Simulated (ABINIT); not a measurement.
PbS:

```
Pb S
1.0
     4.08970    0.00000    0.00000
    -2.04485    3.54178    0.00000
     0.00000    0.00000    3.78817
Pb S
1 1
Cartesian
  0.0000 0.0000 0.0000
  2.0448 1.1806 1.8941
```

Measurements of this composition are mostly on another form, of space group No. 225.

Base run:

- Program: ABINIT 10.8.3 (patched build)
- Functional: PBEsol
- Potentials or basis: JTH PAW PBE v2.0
- Cutoff: 599 eV
- k mesh: 8 × 8 × 7
- Occupations: fermi-dirac, width 0.05 eV
- Spin: no spin polarisation

Its results: pressure -2.7 GPa.

**Question.** The run is repeated on the same cell with these changes: functional from PBEsol to LDA; potentials or basis from JTH PAW PBE v2.0 to JTH PAW LDA v2.0. What comes out?

**Answer.** Pressure -4.3 GPa.

Caveats: the PAW data sets were made with another functional, which shifts forces and pressure a little (some runs).
